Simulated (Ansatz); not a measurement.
**C: response to strain**

C is deformed so: equal xy, yz and zx engineering shear strains of +3 %. What stress and forces result, by LAPW, PAW and all-electron datasets made for the crystal?

Program: Ansatz 0.2.0. Level of theory: DFT PBE, scalar-relativistic. These are calculated values, not measurements.

## (1) The starting structure

The structure is cubic, space group Fd-3m (No. 227). Conventional cell: a = 3.567 Å, b = 3.567 Å, c = 3.567 Å, α = 90.00°, β = 90.00°, γ = 90.00°. C (site symmetry -43m) has 4 C at 1.54 Å as nearest neighbours.

Coordinates:

```
CELL_PARAMETERS angstrom
0.00000 1.78340 1.78340
1.78340 0.00000 1.78340
1.78340 1.78340 0.00000
ATOMIC_POSITIONS crystal
C 0.50000 0.50000 0.50000
C 0.75000 0.75000 0.75000
```

Atoms are numbered in the order of the input: C1, C2.

## (2) The deformed structure

Space group Fd-3m before, R-3m after.

## (3) All-electron LAPW

Contents of input.yaml:

```yaml
crystal:
  lattice:
    - [0.053502, 1.810151, 1.810151]
    - [1.810151, 0.053502, 1.810151]
    - [1.810151, 1.810151, 0.053502]
  atoms:
    - { symbol: C, position: [0.5, 0.5, 0.5] }
    - { symbol: C, position: [0.75, 0.75, 0.75] }
kpoints:
  mp_grid: { grid: [20, 20, 20] }
  band_path:
    path:
      - [0.0, 0.0, 0.0]
      - [0.5, 0.5, 0.5]
      - [0.2428775097, 0.5, 0.7571224903]
      - [-0.2428775097, 0.2428775097, 0.5]
      - [0.0, 0.0, 0.5]
      - [0.0, 0.0, 0.0]
      - [-0.3714387548, 0.0, 0.3714387548]
      - [0.0, 0.3714387548, 0.6285612452]
      - [0.0, 0.5, 0.5]
    npoints: 5
scf:
  occupations: { method: fermi_dirac, width: 0.08 }
hamiltonian:
  xc: pbe
  pseudopotentials: { kind: all_electron, lapw: { basis_error: 0.0005 } }
output:
  forces: true
  stress: true
  eigenvalues: true
```

Command:

```sh
$ ansatz run input.yaml --threads 1 --pin off --max-ram 3072MiB --backend cpu --events-out ev --progress --plain --runs-dir out
```

## (4) Frozen-core PAW

Contents of input.yaml:

```yaml
crystal:
  lattice:
    - [0.053502, 1.810151, 1.810151]
    - [1.810151, 0.053502, 1.810151]
    - [1.810151, 1.810151, 0.053502]
  atoms:
    - { symbol: C, position: [0.5, 0.5, 0.5] }
    - { symbol: C, position: [0.75, 0.75, 0.75] }
kpoints:
  mp_grid: { grid: [20, 20, 20] }
scf:
  occupations: { method: fermi_dirac, width: 0.08 }
hamiltonian:
  xc: pbe
  pseudopotentials: { kind: paw }
output:
  forces: true
  stress: true
  eigenvalues: true
  efg: { contact_densities: true }
  write_density: true
  write_potential: true
  elf: true
  volumetric_format: npy
```

## (5) Datasets made for this crystal

input.yaml: that of step 4 with these lines changed.

```diff
@@ -14,3 +14,3 @@
   xc: pbe
-  pseudopotentials: { kind: paw }
+  pseudopotentials: { kind: all_electron, datasets: crystal }
 output:
@@ -20,5 +20 @@
   efg: { contact_densities: true }
-  write_density: true
-  write_potential: true
-  elf: true
-  volumetric_format: npy
```

(Steps that only read results are left out.)

Q: Predict the outcome of this session. Wanted: pressure; largest shear or deviatoric stress.

As calculated:

| quantity | value |
| --- | --- |
| pressure | LAPW 3.12, PAW 3.14, crystal datasets 3.12 GPa |
| largest shear or deviatoric stress (LAPW) | 16.46 GPa |

**Reading.** The largest part of the stress beyond the pressure is 16.46 GPa in size; the atoms are carried along and not relaxed. No run of the undeformed cell stands beside it, so the pressure holds what the given cell had before the change. PAW: stress within 0.03 GPa of LAPW, forces within 1 meV/Å. Crystal datasets: stress within 0.01 GPa of LAPW, forces within 1 meV/Å.
